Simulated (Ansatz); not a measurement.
# TiO2: the cost of one run

Program: Ansatz 0.2.0. Level of theory: DFT PBE, scalar-relativistic, plane waves, PAW. These are calculated values, not measurements.

## Step 1: The structure to begin with

It takes space group P4_2/mnm (No. 136, tetragonal). Conventional cell: a = 4.592 Å, b = 4.592 Å, c = 2.957 Å, α = 90.00°, β = 90.00°, γ = 90.00°. Ti (site symmetry mmm) has 6 O at 1.95 to 1.98 Å as nearest neighbours. Around O (site symmetry m2m) lie 3 Ti at 1.95 to 1.98 Å.

As a file:

```cif
data_structure
_symmetry_space_group_name_H-M 'P 1'
_symmetry_Int_Tables_number 1
_cell_length_a 7.1360
_cell_length_b 7.1360
_cell_length_c 10.9242
_cell_angle_alpha 71.540
_cell_angle_beta 71.540
_cell_angle_gamma 80.110
_cell_volume 498.93
loop_
_atom_site_label
_atom_site_type_symbol
_atom_site_fract_x
_atom_site_fract_y
_atom_site_fract_z
_atom_site_occupancy
Ti1 Ti 0.00000 0.00000 0.00000 1
Ti2 Ti 0.25000 0.25000 0.75000 1
Ti3 Ti 0.50000 0.50000 0.00000 1
Ti4 Ti 0.50000 0.50000 0.50000 1
Ti5 Ti 0.75000 0.75000 0.25000 1
Ti6 Ti 0.75000 0.75000 0.75000 1
Ti7 Ti 0.00000 0.00000 0.50000 1
Ti8 Ti 0.25000 0.25000 0.25000 1
Ti9 Ti 0.00000 0.50000 0.00000 1
Ti10 Ti 0.25000 0.75000 0.75000 1
Ti11 Ti 0.50000 0.00000 0.50000 1
Ti12 Ti 0.50000 0.00000 0.00000 1
Ti13 Ti 0.75000 0.25000 0.75000 1
Ti14 Ti 0.75000 0.25000 0.25000 1
Ti15 Ti 0.00000 0.50000 0.50000 1
Ti16 Ti 0.25000 0.75000 0.25000 1
O1 O 0.77128 0.07624 0.92376 1
O2 O 0.02128 0.32624 0.67376 1
O3 O 0.27128 0.57624 0.92376 1
O4 O 0.27128 0.57624 0.42376 1
O5 O 0.52128 0.82624 0.17376 1
O6 O 0.52128 0.82624 0.67376 1
O7 O 0.77128 0.07624 0.42376 1
O8 O 0.02128 0.32624 0.17376 1
O9 O 0.17376 0.97872 0.82624 1
O10 O 0.42376 0.22872 0.57624 1
O11 O 0.67376 0.47872 0.82624 1
O12 O 0.67376 0.47872 0.32624 1
O13 O 0.92376 0.72872 0.07624 1
O14 O 0.92376 0.72872 0.57624 1
O15 O 0.17376 0.97872 0.32624 1
O16 O 0.42376 0.22872 0.07624 1
O17 O 0.97872 0.67376 0.82624 1
O18 O 0.22872 0.92376 0.57624 1
O19 O 0.47872 0.17376 0.32624 1
O20 O 0.47872 0.17376 0.82624 1
O21 O 0.72872 0.42376 0.57624 1
O22 O 0.72872 0.42376 0.07624 1
O23 O 0.97872 0.67376 0.32624 1
O24 O 0.22872 0.92376 0.07624 1
O25 O 0.07624 0.27128 0.92376 1
O26 O 0.32624 0.52128 0.67376 1
O27 O 0.57624 0.77128 0.92376 1
O28 O 0.57624 0.77128 0.42376 1
O29 O 0.82624 0.02128 0.17376 1
O30 O 0.82624 0.02128 0.67376 1
O31 O 0.07624 0.27128 0.42376 1
O32 O 0.32624 0.52128 0.17376 1
```

The runs take a perfect supercell of 48 atoms; the defect goes to fractional position (0.771, 0.076, 0.924).

## Step 2: The perfect supercell

File input.yaml:

```yaml
crystal:
  lattice:
    - [-4.5922, -4.5922, 2.9574]
    - [-4.5922, 4.5922, 2.9574]
    - [-9.1844, 0.0, -5.9148]
  atoms:
    - { symbol: Ti, position: [0.0, 0.0, 0.0] }
    - { symbol: Ti, position: [0.25, 0.25, 0.75] }
    - { symbol: Ti, position: [0.5, 0.5, 0.0] }
    - { symbol: Ti, position: [0.5, 0.5, 0.5] }
    - { symbol: Ti, position: [0.75, 0.75, 0.25] }
    - { symbol: Ti, position: [0.75, 0.75, 0.75] }
    - { symbol: Ti, position: [0.0, 0.0, 0.5] }
    - { symbol: Ti, position: [0.25, 0.25, 0.25] }
    - { symbol: Ti, position: [0.0, 0.5, 0.0] }
    - { symbol: Ti, position: [0.25, 0.75, 0.75] }
    - { symbol: Ti, position: [0.5, 0.0, 0.5] }
    - { symbol: Ti, position: [0.5, 0.0, 0.0] }
    - { symbol: Ti, position: [0.75, 0.25, 0.75] }
    - { symbol: Ti, position: [0.75, 0.25, 0.25] }
    - { symbol: Ti, position: [0.0, 0.5, 0.5] }
    - { symbol: Ti, position: [0.25, 0.75, 0.25] }
    - { symbol: O, position: [0.77128, 0.07624, 0.92376] }
    - { symbol: O, position: [0.02128, 0.32624, 0.67376] }
    - { symbol: O, position: [0.27128, 0.57624, 0.92376] }
    - { symbol: O, position: [0.27128, 0.57624, 0.42376] }
    - { symbol: O, position: [0.52128, 0.82624, 0.17376] }
    - { symbol: O, position: [0.52128, 0.82624, 0.67376] }
    - { symbol: O, position: [0.77128, 0.07624, 0.42376] }
    - { symbol: O, position: [0.02128, 0.32624, 0.17376] }
    - { symbol: O, position: [0.17376, 0.97872, 0.82624] }
    - { symbol: O, position: [0.42376, 0.22872, 0.57624] }
    - { symbol: O, position: [0.67376, 0.47872, 0.82624] }
    - { symbol: O, position: [0.67376, 0.47872, 0.32624] }
    - { symbol: O, position: [0.92376, 0.72872, 0.07624] }
    - { symbol: O, position: [0.92376, 0.72872, 0.57624] }
    - { symbol: O, position: [0.17376, 0.97872, 0.32624] }
    - { symbol: O, position: [0.42376, 0.22872, 0.07624] }
    - { symbol: O, position: [0.97872, 0.67376, 0.82624] }
    - { symbol: O, position: [0.22872, 0.92376, 0.57624] }
    - { symbol: O, position: [0.47872, 0.17376, 0.32624] }
    - { symbol: O, position: [0.47872, 0.17376, 0.82624] }
    - { symbol: O, position: [0.72872, 0.42376, 0.57624] }
    - { symbol: O, position: [0.72872, 0.42376, 0.07624] }
    - { symbol: O, position: [0.97872, 0.67376, 0.32624] }
    - { symbol: O, position: [0.22872, 0.92376, 0.07624] }
    - { symbol: O, position: [0.07624, 0.27128, 0.92376] }
    - { symbol: O, position: [0.32624, 0.52128, 0.67376] }
    - { symbol: O, position: [0.57624, 0.77128, 0.92376] }
    - { symbol: O, position: [0.57624, 0.77128, 0.42376] }
    - { symbol: O, position: [0.82624, 0.02128, 0.17376] }
    - { symbol: O, position: [0.82624, 0.02128, 0.67376] }
    - { symbol: O, position: [0.07624, 0.27128, 0.42376] }
    - { symbol: O, position: [0.32624, 0.52128, 0.17376] }
basis:
  ecutwfc: 420
  fft_grid_basis: typed
kpoints:
  mp_grid: { grid: [2, 2, 1] }
hamiltonian:
  xc: pbe
  pseudopotentials: { kind: paw }
scf:
  occupations: { method: gaussian, width: 0.05 }
output:
  forces: true
  stress: false
  eigenvalues: true
  bader: false
  write_density: true
  volumetric_format: npy
```

On the command line:

```console
$ ansatz run input.yaml --threads 4 --pin off --max-ram 10240MiB --backend cpu --events-out ev --progress --plain --runs-dir out
```

Q: Estimate wall time and peak memory on 4 threads of AMD EPYC 9R45 (Zen 5), shared host.

About 2.5 s, with a peak of 1.9 GiB.
